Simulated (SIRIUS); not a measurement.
# Pb (Im-3m) in SIRIUS: band structure with PBE

Aim: the band structure of Pb with PBE.

Program: SIRIUS 7.12.0. These are calculated values, not measurements. Logs are shortened: lines on timing, memory, paths and dates and some standing lists are left out, and cuts for length are marked. The log counts tension as positive stress, the text compression.

### Step 1. The undisturbed crystal

Symmetry: Im-3m, No. 229, cubic system. The conventional cell has a = 3.959 Å, b = 3.959 Å, c = 3.959 Å, α = 90.00°, β = 90.00°, γ = 90.00°. Pb (site symmetry m-3m) has 8 Pb at 3.43 Å as nearest neighbours.

This isn't the form of Pb at room conditions, which is fcc.

### Step 2. Band structure, PBE (cell squeezed)

sirius.json

```json
{
  "control": {
    "processing_unit": "cpu",
    "std_evp_solver_name": "lapack",
    "gen_evp_solver_name": "lapack",
    "verbosity": 2,
    "print_forces": true,
    "ortho_rf": true,
    "use_second_variation": true,
    "rmt_max": 3.0,
    "num_bands_to_print": 24,
    "save_wf": true
  },
  "parameters": {
    "electronic_structure_method": "full_potential_lapwlo",
    "xc_functionals": ["XC_GGA_X_PBE", "XC_GGA_C_PBE"],
    "core_relativity": "dirac",
    "valence_relativity": "iora",
    "num_fv_states": 24,
    "smearing": "cold",
    "smearing_width": 0.0001837466,
    "pw_cutoff": 18,
    "gk_cutoff": 3.4,
    "lmax_apw": 6,
    "lmax_rho": 8,
    "lmax_pot": 8,
    "num_mag_dims": 0,
    "auto_rmt": 0,
    "ngridk": [9, 9, 9],
    "shiftk": [0, 0, 0],
    "num_dft_iter": 80,
    "energy_tol": 1e-07,
    "density_tol": 1e-05,
    "use_symmetry": true
  },
  "settings": {"tol_ne": 1e-10},
  "iterative_solver": {"type": "exact"},
  "mixer": {"type": "anderson", "beta": 0.5, "max_history": 8},
  "unit_cell": {
    "lattice_vectors": [
      [-0.577350269186, 0.577350269186, 0.577350269186],
      [0.577350269186, -0.577350269186, 0.577350269186],
      [0.577350269186, 0.577350269186, -0.577350269186]
    ],
    "atom_types": ["Pb"],
    "atom_files": {"Pb": "Pb.json"},
    "atoms": {"Pb": [[0.0, 0.0, 0.0]]},
    "lattice_vectors_scale": 6.0151528792
  }
}
```

Pb.json

```json
{
  "name": "lead",
  "symbol": "Pb",
  "number": 82,
  "mass": 207.2,
  "rmin": 1e-06,
  "rmt": 2.65,
  "nrmt": 800,
  "rinf": 17.22,
  "core": "1s2s2p3s3p3d4s4p4d",
  "valence": [
    {"basis": [{"enu": 0.12, "dme": 0, "n": 0, "auto": 0}, {"enu": 0.12, "dme": 1, "n": 0, "auto": 0}]},
    {"l": 0, "n": 1, "basis": [{"enu": 0.1127, "dme": 0, "n": 0, "auto": 0}]},
    {"l": 1, "n": 2, "basis": [{"enu": 0.22, "dme": 0, "n": 0, "auto": 0}]},
    {"l": 2, "n": 3, "basis": [{"enu": 0.22, "dme": 0, "n": 0, "auto": 0}]},
    {"l": 3, "n": 4, "basis": [{"enu": 0.22, "dme": 0, "n": 0, "auto": 0}]},
    {"l": 4, "n": 5, "basis": [{"enu": 0.22, "dme": 0, "n": 0, "auto": 0}]}
  ],
  "lo": [
    {
      "l": 0,
      "basis": [{"enu": 0.1127, "dme": 0, "n": 0, "auto": 0}, {"enu": 0.1127, "dme": 1, "n": 0, "auto": 0}]
    },
    {
      "l": 0,
      "basis": [{"enu": -4.9261, "dme": 0, "n": 5, "auto": 1}, {"enu": -4.9261, "dme": 1, "n": 5, "auto": 1}]
    },
    {
      "l": 0,
      "basis": [{"enu": -4.9261, "dme": 1, "n": 5, "auto": 1}, {"enu": 0.1127, "dme": 0, "n": 0, "auto": 0}]
    },
    {
      "l": 0,
      "basis": [{"enu": 0.1127, "dme": 0, "n": 0, "auto": 0}, {"enu": 2.391, "dme": 0, "n": 0, "auto": 0}]
    },
    {"l": 1, "basis": [{"enu": 0.22, "dme": 0, "n": 0, "auto": 0}, {"enu": 0.22, "dme": 1, "n": 0, "auto": 0}]},
    {
      "l": 1,
      "basis": [{"enu": -2.7946, "dme": 0, "n": 5, "auto": 1}, {"enu": -2.7946, "dme": 1, "n": 5, "auto": 1}]
    },
    {
      "l": 1,
      "basis": [{"enu": -2.7946, "dme": 1, "n": 5, "auto": 1}, {"enu": 0.22, "dme": 0, "n": 0, "auto": 0}]
    },
    {"l": 1, "basis": [{"enu": 0.22, "dme": 0, "n": 0, "auto": 0}, {"enu": 2.8401, "dme": 0, "n": 0, "auto": 0}]},
    {"l": 2, "basis": [{"enu": 0.22, "dme": 0, "n": 0, "auto": 0}, {"enu": 0.22, "dme": 1, "n": 0, "auto": 0}]},
    {
      "l": 2,
      "basis": [{"enu": -0.4287, "dme": 0, "n": 5, "auto": 1}, {"enu": -0.4287, "dme": 1, "n": 5, "auto": 1}]
    },
    {
      "l": 2,
      "basis": [{"enu": -0.4287, "dme": 1, "n": 5, "auto": 1}, {"enu": 0.22, "dme": 0, "n": 0, "auto": 0}]
    },
    {"l": 2, "basis": [{"enu": 0.22, "dme": 0, "n": 0, "auto": 0}, {"enu": 3.1819, "dme": 0, "n": 0, "auto": 0}]},
    {"l": 3, "basis": [{"enu": 0.22, "dme": 0, "n": 0, "auto": 0}, {"enu": 0.22, "dme": 1, "n": 0, "auto": 0}]},
    {
      "l": 3,
      "basis": [{"enu": -4.5574, "dme": 0, "n": 4, "auto": 1}, {"enu": -4.5574, "dme": 1, "n": 4, "auto": 1}]
    },
    {
      "l": 3,
      "basis": [{"enu": -4.5574, "dme": 1, "n": 4, "auto": 1}, {"enu": 0.22, "dme": 0, "n": 0, "auto": 0}]
    },
    {"l": 3, "basis": [{"enu": 0.22, "dme": 0, "n": 0, "auto": 0}, {"enu": 3.5237, "dme": 0, "n": 0, "auto": 0}]},
    {"l": 4, "basis": [{"enu": 0.22, "dme": 0, "n": 0, "auto": 0}, {"enu": 0.22, "dme": 1, "n": 0, "auto": 0}]},
    {"l": 4, "basis": [{"enu": 0.22, "dme": 0, "n": 0, "auto": 0}, {"enu": 2.9541, "dme": 0, "n": 0, "auto": 0}]}
  ],
  "free_atom": [... radial grid and density of the free atom, the start of the SCF ...]
}
```

sirius_start.json

```json
{
  "control": {
    "processing_unit": "cpu",
    "std_evp_solver_name": "lapack",
    "gen_evp_solver_name": "lapack",
    "verbosity": 1,
    "print_forces": false,
    "ortho_rf": true,
    "use_second_variation": true,
    "rmt_max": 3.0,
    "num_bands_to_print": 24,
    "save_wf": false
  },
  "parameters": {
    "electronic_structure_method": "full_potential_lapwlo",
    "xc_functionals": ["XC_LDA_X", "XC_LDA_C_PW"],
    "core_relativity": "dirac",
    "valence_relativity": "iora",
    "num_fv_states": 24,
    "smearing": "fermi_dirac",
    "smearing_width": 0.0055123983,
    "pw_cutoff": 18,
    "gk_cutoff": 2.72,
    "lmax_apw": 6,
    "lmax_rho": 8,
    "lmax_pot": 8,
    "num_mag_dims": 0,
    "auto_rmt": 0,
    "ngridk": [4, 4, 4],
    "shiftk": [0, 0, 0],
    "num_dft_iter": 30,
    "energy_tol": 0.01,
    "density_tol": 0.05,
    "use_symmetry": true
  },
  "settings": {"tol_ne": 1e-10},
  "iterative_solver": {"type": "exact"},
  "mixer": {"type": "anderson", "beta": 0.5, "max_history": 8},
  "unit_cell": {
    "lattice_vectors": [
      [-0.577350269186, 0.577350269186, 0.577350269186],
      [0.577350269186, -0.577350269186, 0.577350269186],
      [0.577350269186, 0.577350269186, -0.577350269186]
    ],
    "atom_types": ["Pb"],
    "atom_files": {"Pb": "Pb.json"},
    "atoms": {"Pb": [[0.0, 0.0, 0.0]]},
    "lattice_vectors_scale": 6.0151528792
  }
}
```

sirius_bands.json

```json
{
  "control": {
    "processing_unit": "cpu",
    "std_evp_solver_name": "lapack",
    "gen_evp_solver_name": "lapack",
    "verbosity": 2,
    "print_forces": true,
    "ortho_rf": true,
    "use_second_variation": true,
    "rmt_max": 3.0,
    "num_bands_to_print": 24,
    "save_wf": true
  },
  "parameters": {
    "electronic_structure_method": "full_potential_lapwlo",
    "xc_functionals": ["XC_GGA_X_PBE", "XC_GGA_C_PBE"],
    "core_relativity": "dirac",
    "valence_relativity": "iora",
    "num_fv_states": 24,
    "smearing": "cold",
    "smearing_width": 0.0001837466,
    "pw_cutoff": 18,
    "gk_cutoff": 3.4,
    "lmax_apw": 6,
    "lmax_rho": 8,
    "lmax_pot": 8,
    "num_mag_dims": 0,
    "auto_rmt": 0,
    "ngridk": [9, 9, 9],
    "shiftk": [0, 0, 0],
    "num_dft_iter": 80,
    "energy_tol": 1e-07,
    "density_tol": 1e-05,
    "use_symmetry": true
  },
  "settings": {"tol_ne": 1e-10},
  "iterative_solver": {"type": "exact"},
  "mixer": {"type": "anderson", "beta": 0.5, "max_history": 8},
  "unit_cell": {
    "lattice_vectors": [
      [-0.577350269186, 0.577350269186, 0.577350269186],
      [0.577350269186, -0.577350269186, 0.577350269186],
      [0.577350269186, 0.577350269186, -0.577350269186]
    ],
    "atom_types": ["Pb"],
    "atom_files": {"Pb": "Pb.json"},
    "atoms": {"Pb": [[0.0, 0.0, 0.0]]},
    "lattice_vectors_scale": 6.0151528792
  },
  "kpoints_rel": {"G": [0.0, 0.0, 0.0], "H": [0.5, -0.5, 0.5], "P": [0.25, 0.25, 0.25], "N": [0.0, 0.0, 0.5]},
  "kpoints_path": ["G", "H", "N", "G", "P", "H"]
}
```

Potentials or basis: all-electron FP-LAPW, apw+lo standard.

On the command line:

```console
$ OMP_NUM_THREADS=1 sirius.scf --input=sirius_start.json --output=start.json
$ OMP_NUM_THREADS=1 sirius.scf --input=sirius.json --output=output.json --task=1
$ OMP_NUM_THREADS=1 sirius.scf --input=sirius_bands.json --output=bands_out.json --task=2
```

Output:

```text
Warning in function "initialize" at src/context/simulation_context.cpp:336
G+k cutoff (3.4) is too large for a given lmax (6) and a maximum MT radius (2.65)
suggested minimum value for lmax : 10
[info] SIRIUS version : 7.12.0
[info] number of MPI ranks           : 1
[info] MPI grid                      : 1 1
[info] maximum number of OMP threads : 1
[fft] FFT context for density and potential
[fft] =====================================
[fft]   plane wave cutoff                     : 18
[fft]   grid size                             : 40 40 40   total : 64000
[fft]   grid limits                           : -19 20   -19 20   -19 20
[fft]   number of G-vectors within the cutoff : 16415
[fft]   number of G-shells                    : 444
[fft] FFT context for coarse grid
[fft] =====================================
[fft]   plane wave cutoff                     : 6.8
[fft]   grid size                             : 16 16 16   total : 4096
[fft]   grid limits                           : -7 8   -7 8   -7 8
[fft]   number of G-vectors within the cutoff : 935
[fft]   number of G-shells                    : 37
[unit cell] lattice vectors
[unit cell]   a1 :      -3.4728501340      3.4728501340      3.4728501340
[unit cell]   a2 :       3.4728501340     -3.4728501340      3.4728501340
[unit cell]   a3 :       3.4728501340      3.4728501340     -3.4728501340
[unit cell] reciprocal lattice vectors
[unit cell]   b1 :       0.0000000000      0.9046150949      0.9046150949
[unit cell]   b2 :       0.9046150949      0.0000000000      0.9046150949
[unit cell]   b3 :       0.9046150949      0.9046150949      0.0000000000
[unit cell] unit cell volume :       167.53984849 [a.u.^3]
[unit cell] 1/sqrt(omega)    :         0.07725755
[unit cell] MT volume        :        77.95181491 (46.53%)
[unit cell] IT volume        :        89.58803357 (53.47%)
[unit cell] number of atom types : 1
[unit cell] type id : 0 symbol : Pb mt_radius :   2.650000 num_atoms : 1
[unit cell] total number of atoms : 1
[unit cell] number of symmetry classes : 1
[unit cell] atom id  type id  class id             position                      vector_field
[unit cell] ------------------------------------------------------------------------------------------
[unit cell]      0        0        0      0.00000   0.00000   0.00000      0.00000   0.00000   0.00000
[unit cell] atom id         position (Cartesian, a.u.)
[unit cell] ---------------------------------------------
[unit cell]      0       0.000000    0.000000    0.000000
[... 313 lines left out ...]
[diagonalize] ik:   34   -4.822360   -4.415609   -4.415609   -4.415609   -4.415598   -4.415598   -4.415598   -4.415587   -2.680726   -2.680722   -2.680722   -0.327838   -0.327237   -0.301753   -0.301753   -0.301406    0.140959    0.297680    0.300858    0.300858    0.498629    0.527505    0.941636    1.076471
[find_efermi_generic] Newton iteration converged after 5 steps
[generate_core_charge_density] atom class : 0
[generate_core_charge_density]   n,l,k : 1 0 1  energy :       -3232.94835763
[generate_core_charge_density]   n,l,k : 2 0 1  energy :        -577.39454884
[generate_core_charge_density]   n,l,k : 2 1 1  energy :        -554.39812511
[generate_core_charge_density]   n,l,k : 2 1 2  energy :        -473.91057195
[generate_core_charge_density]   n,l,k : 3 0 1  energy :        -138.25262845
[generate_core_charge_density]   n,l,k : 3 1 1  energy :        -127.89239839
[generate_core_charge_density]   n,l,k : 3 1 2  energy :        -109.93187319
[generate_core_charge_density]   n,l,k : 3 2 2  energy :         -92.93896409
[generate_core_charge_density]   n,l,k : 3 2 3  energy :         -89.11766903
[generate_core_charge_density]   n,l,k : 4 0 1  energy :         -30.95137162
[generate_core_charge_density]   n,l,k : 4 1 1  energy :         -26.46912875
[generate_core_charge_density]   n,l,k : 4 1 2  energy :         -22.07217460
[generate_core_charge_density]   n,l,k : 4 2 2  energy :         -14.78125917
[generate_core_charge_density]   n,l,k : 4 2 3  energy :         -13.96065199
[find] Total energy                   :  -20928.24708651 (Ha),  -41856.49417302 (Ry)
[find] iteration : 1, RMS (target) : 3.4510e-01 (1.0000e-05) , energy difference (target) : 1.9205e-04 (1.0000e-07)
[find] Total energy                   :  -20928.24707201 (Ha),  -41856.49414402 (Ry)
[... 17 lines left out ...]
[find] valence_eval_sum               :     -89.94159451
[find] core_eval_sum                  :  -12849.10859235
[find] kinetic energy                 :   24361.04062226
[find] enuc                           :  -26504.36020817
[find] <rho|V^{XC}>                   :    -510.88396757
[find] <rho|E^{XC}>                   :    -390.32410585
[find] <mag|B^{XC}>                   :       0.00000000
[find] <rho|V^{H}>                    :  -36789.20684155
[find] smearing (-TS)                 :      -0.00000196
[find] SCF correction                 :       0.00005321
[find] Total energy                   :  -20928.24705932 (Ha),  -41856.49411864 (Ry)
[find] Free energy (E-TS)             :  -20928.24706128 (Ha),  -41856.49412256 (Ry)
[find] band gap (eV)                  :       0.00000000
[find] Efermi                         :       0.32723472
[find] iteration : 6, RMS (target) : 1.2235e-06 (1.0000e-05) , energy difference (target) : 1.3497e-09 (1.0000e-07)
[find] converged after 7 SCF iterations!
[find] Charges and magnetic moments
[find] --------------------------------------------------------------------------------
[find] atom      charge    core leakage
[find] --------------------------------------------------------------------------------
[find]    0   80.146596    8.199170e-10
[find] total core leakage    : 8.19916965e-10
[find] interstitial charge   : 1.853401
[find] total charge          : 81.999997
[find] Energy
[find] --------------------------------------------------------------------------------
[find] valence_eval_sum               :     -89.94159451
[find] core_eval_sum                  :  -12849.10859235
[find] kinetic energy                 :   24361.04062226
[find] enuc                           :  -26504.36020817
[find] <rho|V^{XC}>                   :    -510.88396757
[find] <rho|E^{XC}>                   :    -390.32410585
[find] <mag|B^{XC}>                   :       0.00000000
[find] <rho|V^{H}>                    :  -36789.20684155
[find] smearing (-TS)                 :      -0.00000196
[find] SCF correction                 :       0.00005321
[find] Total energy                   :  -20928.24705932 (Ha),  -41856.49411864 (Ry)
[find] Free energy (E-TS)             :  -20928.24706128 (Ha),  -41856.49412256 (Ry)
[find] band gap (eV)                  :       0.00000000
[find] Efermi                         :       0.32723472
[ground_state]
[ground_state] ==== total Forces in Ha/bohr =====
[ground_state] atom:    0, force:       0.0000000      0.0000000      0.0000000
[ground_state] ==== contribution from density =====
[ground_state] atom:    0, force:       0.0000000      0.0000000      0.0000000
[ground_state] ==== contribution from Hartree potential =====
[ground_state] atom:    0, force:       0.0000000      0.0000000      0.0000000
[ground_state] ==== contribution from IBS =====
[ground_state] atom:    0, force:       0.0000000      0.0000000      0.0000000
```

Run time: 35 s. Hardware: 1 thread of Arm Neoverse V2, shared host; peak memory 0.24 GiB.

These settings aren't checked as converged (typed here: width = 0.005; lmax_apw = 6; pw_cutoff = 18; geometry = volume scaled by 0.8): the numbers below hold their error.

Results:

```
Free energy                                       : -569486.6142 eV
Band gap along the path                           : none (metal or under the smearing width)
All electrons inside the program's atomic spheres : Pb 80.15 (radii Pb 2.65 bohr)
```

Caveat: spin-orbit coupling is left out, which moves the levels of the heavy elements.

### Step 3. The reference run

An earlier run on the cell as given: functional PBE; potentials or basis all-electron FP-LAPW; cutoff 157 eV; basis apw+lo standard; k mesh 9 × 9 × 9; occupations fermi-dirac, width 0.05 eV; no spin polarisation.

- Band gap on the k mesh: none (metal or under the smearing width)
- All electrons inside the program's atomic spheres: Pb 79.98 (radii Pb 2.65 bohr)
